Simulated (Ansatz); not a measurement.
# TePt: relaxation of cell and atoms with r2SCAN+D3(BJ)-ATM

The system is TePt.

```
Pt Te
1.0
     3.95488    0.00000    0.00000
    -1.97744    3.42502    0.00000
     0.00000    0.00000    3.85976
Pt Te
1 1
Cartesian
  0.0000 0.0000 0.0000
  1.9774 1.1417 1.9299
```

Measurements of this composition are mostly on another form, of space group No. 166.

```yaml
Program: Ansatz 0.2.0
Task: relaxation of cell and atoms
Functional: r2SCAN
Dispersion: D3(BJ)-ATM
Potentials_or_basis: Ansatz PAW
Cutoff: "500 eV (not typed: the program's choice for these potentials)"
k_mesh: 8 × 8 × 7
Occupations: fermi-dirac, width 0.05 eV
Spin: no spin polarisation
```

* Relaxed volume: 21.93 Å³/atom
* Relaxed cell: a = 3.816 Å, b = 3.816 Å, c = 3.478 Å, α = 90.00°, β = 90.00°, γ = 120.00°
* Space group after relaxing (to 0.05 Å): P-6m2 (No. 187)
* Energy gained by relaxing: 246.6 meV/atom
* Ionic steps: 7
* Pressure after relaxing: 0.0 GPa
* Band gap on the k mesh: none (metal or under the smearing width)

The path:
| step | energy change (eV) | largest force (eV/Å) | volume (Å³) |
| --- | --- | --- | --- |
| 1 | 0.0000 | 0.0000 | 52.28 |
| 2 | -0.4199 | 0.0000 | 46.42 |
| 3 | -0.4689 | 0.0000 | 42.14 |
| 4 | -0.4935 | 0.0000 | 43.98 |
| 5 | -0.4943 | 0.0000 | 43.87 |
| 6 | -0.4943 | 0.0000 | 43.87 |
| 7 | -0.4932 | 0.0000 | 43.87 |

Final structure:
```
CELL_PARAMETERS angstrom
3.81609 0.00000 0.00000
-1.90805 3.30483 0.00000
0.00000 0.00000 3.47833
ATOMIC_POSITIONS crystal
Pt 0.00000 0.00000 0.00000
Te 0.66667 0.33333 0.50000
```

Levels at points of the mesh, in eV from the Fermi level:
```
            k point  band 14  band 15  band 16  band 17  band 18  band 19  band 20  band 21
 (0.00, 0.00, 0.00)    -2.92    -2.92    -1.27     1.02     1.02     1.69     6.36     6.54
(0.00, -0.50, 0.00)    -3.49    -3.03    -2.35    -1.84     2.21     3.19     6.49     8.72
```

Wall time 48 s on 2 threads of Arm Neoverse V1, on a shared host, peak memory 0.5 GiB.

Caveat: the volume moved by over 15 % at a fixed basis, so the end points are rough; the plane-wave basis is chosen anew once the cell has moved, so the energies of steps on either side of that aren't comparable; pairwise dispersion overbinds metals, which lowers pressure and volume; the PAW data sets come from PBE, with cores solved anew for the run's functional, which leaves a small shift of forces and pressure. Spin-orbit coupling is left out, which matters for the levels of Pt, Te.
